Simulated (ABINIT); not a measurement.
## GaAs (F-43m): the LO frequency by hand

Wanted: the LO mode of GaAs (F-43m) from the TO mode and the field response.

Calculated with ABINIT 10.8.3; DFT LDA, scalar-relativistic, plane waves, HGH norm-conserving pseudopotentials.

## (1) The relaxed structure

The structure is cubic, space group F-43m (No. 216). Conventional cell: a = 5.528 Å, b = 5.528 Å, c = 5.528 Å, α = 90.00°, β = 90.00°, γ = 90.00°. Ga has 4 As at 2.39 Å nearest. As has 4 Ga at 2.39 Å nearest. Farther neighbours are not listed.

Structure file:

```xyz
2
Lattice="-2.7639 0.0000 2.7639 0.0000 2.7639 2.7639 -2.7639 2.7639 0.0000" Properties=species:S:1:pos:R:3 pbc="T T T"
Ga    0.0000    0.0000    0.0000
As   -1.3820    1.3820    1.3820
```

This is the cell after its relaxation at this level of theory, not the database cell from which that began.

## (2) What the response run gave

A linear-response run on the relaxed cell, with the response to an electric field; only its zone-centre results are used. Cutoff 20 Ha, k mesh 8×8×8 with shifts.

Numbers of over 12 decimals in the logs are rounded to 6 here.

The log of the run:

```text
[banners, grids, parts of the stress and lines that vanish by symmetry left out]
- input  file    -> dfpt_gamma.abi
- output file    -> dfpt_gamma.abo
- root for input  files -> dfpt_gammai
[...]
DATASET    1 : space group F-4 3 m (#216); Bravais cF (face-center cubic)
[...]
nfft =       27000          nkpt =        1024
[...]
DATASET    2 : space group F-4 3 m (#216); Bravais cF (face-center cubic)
[...]
nfft =       27000          nkpt =        1024
[...]
DATASET    3 : space group F-4 3 m (#216); Bravais cF (face-center cubic)
[...]
mpw =        1243          nfft =       27000          nkpt =        1024
[...]
== DATASET  1 ==================================================================
[...]
cutoff_energies: {ecut:  20.0, pawecutdg:  -1.0, }
[...]
Exchange-correlation functional for the present dataset will be:
  LDA: Perdew-Wang 92 LSD fit to Ceperley-Alder data - ixc=7
[...]
- 33.00000   5.00000     10605                znucl, zion, pspdat
[...]
Perturbation : derivative vs k along direction   1
[...]
-ETOT  1  -9.256800     -9.257E+00 3.412E-01 0.000E+00
 ETOT  2  -9.282171     -2.537E-02 3.203E-02 0.000E+00
 ETOT  3  -9.282565     -3.934E-04 1.007E-03 0.000E+00
 ETOT  4  -9.282581     -1.648E-05 7.719E-05 0.000E+00
 ETOT  5  -9.282582     -9.555E-07 3.252E-06 0.000E+00
[...]
At SCF step   18   max residual=  9.99E-21 < tolwfr=  1.00E-20 =>converged.
[...]
Perturbation : derivative vs k along direction   2
[...]
-ETOT  1  -9.256800     -9.257E+00 3.412E-01 0.000E+00
[...]
At SCF step   18   max residual=  9.99E-21 < tolwfr=  1.00E-20 =>converged.
[...]
Perturbation : derivative vs k along direction   3
[...]
-ETOT  1  -9.256800     -9.257E+00 3.412E-01 0.000E+00
[...]
At SCF step   18   max residual=  9.99E-21 < tolwfr=  1.00E-20 =>converged.
[...]
1        1       3.9937236456    0.0000000000
     1        2      -1.9968618228   -0.0000000000
     1        3      -1.9968618228    0.0000000000
     2        1      -1.9968618228   -0.0000000000
     2        2       3.9937236456    0.0000000000
     2        3       1.9968618228    0.0000000000
     3        1      -1.9968618228    0.0000000000
     3        2       1.9968618228    0.0000000000
     3        3       3.9937236456    0.0000000000
[...]
== DATASET  2 ==================================================================
[...]
cutoff_energies: {ecut:  20.0, pawecutdg:  -1.0, }
[...]
1    1   1    4         2.0013035991         0.0000000000
   2    1   1    4         0.0000000000         0.0000000000
   3    1   1    4        -0.0000000000         0.0000000000
   1    2   1    4        -2.0042596819         0.0000000000
   2    2   1    4        -0.0000000000         0.0000000000
[...]
Effective charges, in cartesian coordinates,
[...]
2    4   1    2        -0.0000000000         0.0000000000
   3    4   1    2         0.0000000000         0.0000000000
   1    4   2    2        -0.0000000000         0.0000000000
   2    4   2    2        -2.0042596083         0.0000000000
   3    4   2    2         0.0000000000         0.0000000000
   1    4   3    2         0.0000000000         0.0000000000
   2    4   3    2        -0.0000000000         0.0000000000
   3    4   3    2        -2.0042596083         0.0000000000
  Phonon wavevector (reduced coordinates) :  0.00000  0.00000  0.00000
 Phonon energies in Hartree :
[...]
Phonon frequencies in cm-1    :
- -1.192141E+00 -1.192141E+00 -1.192141E+00  2.716781E+02  2.716781E+02
-  2.716781E+02
  Phonon at Gamma, with non-analyticity in the
[...]
Phonon energies in Hartree :
[...]
Phonon frequencies in cm-1    :
- -1.192141E+00 -1.192141E+00 -1.189915E+00  2.716781E+02  2.716781E+02
-  2.906307E+02
  Phonon at Gamma, with non-analyticity in the
[...]
Phonon energies in Hartree :
[...]
Phonon frequencies in cm-1    :
- -1.192141E+00 -1.192141E+00 -1.189916E+00  2.716781E+02  2.716781E+02
-  2.906307E+02
  Phonon at Gamma, with non-analyticity in the
[...]
Phonon energies in Hartree :
[...]
Phonon frequencies in cm-1    :
- -1.192141E+00 -1.192141E+00 -1.189916E+00  2.716781E+02  2.716781E+02
-  2.906307E+02
[...]
== DATASET  3 ==================================================================
[...]
cutoff_energies: {ecut:  20.0, pawecutdg:  -1.0, }
[...]
Exchange-correlation functional for the present dataset will be:
  LDA: Perdew-Wang 92 LSD fit to Ceperley-Alder data - ixc=7
[...]
j1 : displacement of atom   1 along direction   1
[...]
j1 : displacement of atom   2 along direction   1
[...]
j2 : displacement of atom   1 along direction   1
[...]
j2 : displacement of atom   2 along direction   1
[...]
j2 : displacement of atom   1 along direction   1
[...]
j2 : displacement of atom   2 along direction   1
[...]
1          1       -0.000000005        0.000000002        0.000000002
[...]
1          2       -0.000000000       -0.000000000        0.276186470
[...]
1          3       -0.000000000        0.276186468       -0.000000002
[...]
2          1        0.000000005       -0.000000003       -0.000000003
[...]
2          2       -0.000000000       -0.000000000       -0.275595807
[...]
2          3       -0.000000000       -0.275595805        0.000000003
[...]
strten2     0.0000000000E+00  0.0000000000E+00  0.0000000000E+00
           strten3     0.0000000000E+00  0.0000000000E+00  0.0000000000E+00
================================================================================
```

```
                       quantity   value
             cell volume Ω (Å³)  42.229
                 mass of Ga (u)  69.723
                 mass of As (u)  74.922
     Born charge of Ga, raw (e)   2.001
     Born charge of As, raw (e)  -2.004
                             ε∞  12.143
ω(TO) after the sum rule (cm⁻¹)   271.7
```

## (3) The calculation

The charges must sum to zero over the cell; taking off their mean, -0.002 e, leaves Z* = 2.003 e on Ga. In the polar mode Ga moves against As, so the reduced mass is μ = 69.72 × 74.92 / 144.64 = 36.114 u.

A longitudinal wave builds up a field that adds to the restoring force: ω(LO)² = ω(TO)² + 4π Z*² / (μ Ω ε∞), in Hartree atomic units. With μ = 65833 electron masses and Ω = 284.98 bohr³ the second term is 2.2126e-07 Ha², or 10658 cm⁻² (1 Ha = 219474.6 cm⁻¹).

So ω(LO) = √(73810 + 10658) = 290.6 cm⁻¹, and by the Lyddane-Sachs-Teller relation ε₀ = ε∞ (ω(LO)/ω(TO))² = 13.90.

## (4) Check against the program

The analysis program adds the same non-analytic term to the full matrix.

The log of the run:

```text
[banners, grids, parts of the stress and lines that vanish by symmetry left out]
-outvars_anaddb: echo values of input variables ----------------------

 Flags :
[...]
Dielectric Tensor and Effective Charges
[...]
Effective charge tensors after
[...]
1          1       -0.000000005        0.000000002        0.000000002
[...]
1          2       -0.000000000       -0.000000000        0.275891139
[...]
1          3       -0.000000000        0.275891136       -0.000000002
[...]
2          1        0.000000005       -0.000000002       -0.000000002
[...]
2          2       -0.000000000        0.000000000       -0.275891139
[...]
2          3       -0.000000000       -0.275891136        0.000000002
[...]
Phonon wavevector (reduced coordinates) :  0.00000  0.00000  0.00000
 Phonon energies in Hartree :
[...]
Phonon energies in meV     :
-  0.000000E+00  0.000000E+00  0.000000E+00  3.368409E+01  3.368409E+01
-  3.368409E+01
 Phonon frequencies in cm-1    :
-  0.000000E+00  0.000000E+00  0.000000E+00  2.716805E+02  2.716805E+02
-  2.716805E+02
 Phonon frequencies in Thz     :
-  0.000000E+00  0.000000E+00  0.000000E+00  8.144777E+00  8.144777E+00
-  8.144777E+00
 Phonon energies in Kelvin  :
-  0.000000E+00  0.000000E+00  0.000000E+00  3.908877E+02  3.908877E+02
-  3.908877E+02
[...]
-  1  0.00000000E+00  0.00000000E+00  1.94746133E-03
-     0.00000000E+00  0.00000000E+00  0.00000000E+00
-  2  0.00000000E+00  0.00000000E+00  1.94746140E-03
-     0.00000000E+00  0.00000000E+00  0.00000000E+00
[...]
-  1  0.00000000E+00  1.94746133E-03  0.00000000E+00
-     0.00000000E+00  0.00000000E+00  0.00000000E+00
-  2  0.00000000E+00  1.94746140E-03  0.00000000E+00
-     0.00000000E+00  0.00000000E+00  0.00000000E+00
[...]
-  1  1.94746133E-03  0.00000000E+00  0.00000000E+00
-     0.00000000E+00  0.00000000E+00  0.00000000E+00
-  2  1.94746140E-03  0.00000000E+00  0.00000000E+00
-     0.00000000E+00  0.00000000E+00  0.00000000E+00
[...]
-  1  0.00000000E+00  0.00000000E+00  2.01875827E-03
-     0.00000000E+00  0.00000000E+00  0.00000000E+00
-  2  0.00000000E+00  0.00000000E+00 -1.87868247E-03
-     0.00000000E+00  0.00000000E+00  0.00000000E+00
[...]
-  1  1.92579477E-07  2.01875826E-03  0.00000000E+00
-     0.00000000E+00  0.00000000E+00  0.00000000E+00
-  2 -1.79216944E-07 -1.87868246E-03  0.00000000E+00
-     0.00000000E+00  0.00000000E+00  0.00000000E+00
[...]
-  1  2.01875826E-03 -1.92579477E-07  0.00000000E+00
-     0.00000000E+00  0.00000000E+00  0.00000000E+00
-  2 -1.87868246E-03  1.79216944E-07  0.00000000E+00
[...]
-  3.603402E+01
 Phonon frequencies in cm-1    :
-  0.000000E+00  0.000000E+00  0.000000E+00  2.716805E+02  2.716805E+02
-  2.906340E+02
 Phonon frequencies in Thz     :
-  0.000000E+00  0.000000E+00  0.000000E+00  8.144777E+00  8.144777E+00
-  8.712987E+00
 Phonon energies in Kelvin  :
-  0.000000E+00  0.000000E+00  0.000000E+00  3.908877E+02  3.908877E+02
-  4.181574E+02
[...]
-  1  0.00000000E+00  0.00000000E+00  1.94746133E-03
[...]
-  2  0.00000000E+00  0.00000000E+00  1.94746140E-03
[...]
Phonon at Gamma, with non-analyticity in the
[...]
Phonon energies in Hartree :
[...]
Phonon energies in meV     :
-  0.000000E+00  0.000000E+00  0.000000E+00  3.368409E+01  3.368409E+01
-  3.603402E+01
 Phonon frequencies in cm-1    :
-  0.000000E+00  0.000000E+00  0.000000E+00  2.716805E+02  2.716805E+02
-  2.906340E+02
 Phonon frequencies in Thz     :
-  0.000000E+00  0.000000E+00  0.000000E+00  8.144777E+00  8.144777E+00
-  8.712987E+00
 Phonon energies in Kelvin  :
-  0.000000E+00  0.000000E+00  0.000000E+00  3.908877E+02  3.908877E+02
-  4.181574E+02
[...]
Phonon at Gamma, with non-analyticity in the
[...]
Phonon energies in Hartree :
[...]
Phonon energies in meV     :
-  0.000000E+00  0.000000E+00  0.000000E+00  3.368409E+01  3.368409E+01
-  3.603402E+01
 Phonon frequencies in cm-1    :
-  0.000000E+00  0.000000E+00  0.000000E+00  2.716805E+02  2.716805E+02
-  2.906340E+02
 Phonon frequencies in Thz     :
-  0.000000E+00  0.000000E+00  0.000000E+00  8.144777E+00  8.144777E+00
-  8.712987E+00
 Phonon energies in Kelvin  :
-  0.000000E+00  0.000000E+00  0.000000E+00  3.908877E+02  3.908877E+02
-  4.181574E+02
[...]
-  1  0.00000000E+00  1.94746133E-03  0.00000000E+00
[...]
-  2  0.00000000E+00  1.94746140E-03  0.00000000E+00
[...]
-  1  1.94746133E-03  0.00000000E+00  0.00000000E+00
[...]
-  2  1.94746140E-03  0.00000000E+00  0.00000000E+00
[...]
-  1  2.67239831E-04  1.27497145E-03 -1.54221128E-03
[...]
-  2 -2.48696831E-04 -1.18650487E-03  1.43520170E-03
[...]
-  1  1.62650121E-03 -1.04468709E-03 -5.81814122E-04
[...]
-  2 -1.51364299E-03  9.72199270E-04  5.41443722E-04
[...]
-        -0.000000000      -0.000000000      -0.000000000
-        -0.000000000      -0.000000000       0.000000000
[...]
-        -0.000000000      -0.013867006       0.011464083
-        -0.013867006       0.000000000       0.002402924
-         0.011464083       0.002402924      -0.000000000
[...]
-        -0.000000000      -0.005231462      -0.009393449
-        -0.005231462      -0.000000000       0.014624911
-        -0.009393449       0.014624911      -0.000000000
[...]
Direction                     Dielectric constant
[...]
0.00000   0.00000   1.00000     13.89637575
   1.00000   1.00000   1.00000     13.89637575
-
```

```
    quantity  by hand  program
ω(LO) (cm⁻¹)    290.6    290.6
          ε₀    13.90    13.90
```

## (5) Results

| Item | Value |
| --- | --- |
| TO mode | 271.7 cm⁻¹ |
| LO mode | 290.6 cm⁻¹ |
| static dielectric constant | 13.90 |

**Reading.** The LO mode of GaAs (F-43m) lies at 291 cm⁻¹, 19 cm⁻¹ above the TO mode; the formula meets the program within 0.1 cm⁻¹, as it must for a cubic crystal with one polar mode. ω(LO)² − ω(TO)² goes with Z*²/ε∞: an error of 5 % in ε∞ would move the LO mode by 0.9 cm⁻¹, and semilocal functionals tend to overestimate ε∞. These are harmonic values at zero temperature, at the volume of this functional, for the structure held cubic; stability elsewhere in the zone is no part of this calculation.

[Host names and launcher messages were left out of these logs when they were recorded.]

[Logs are printed without paths, hosts, clocks, repeated set-up lines and the standing remarks that a program may print on its own settings, such as how far it seeks lower states.]

[Hosts, paths, dates, database ids (printed as entryN), source tags and the programs' standing remarks are cut or masked in the printed files.]
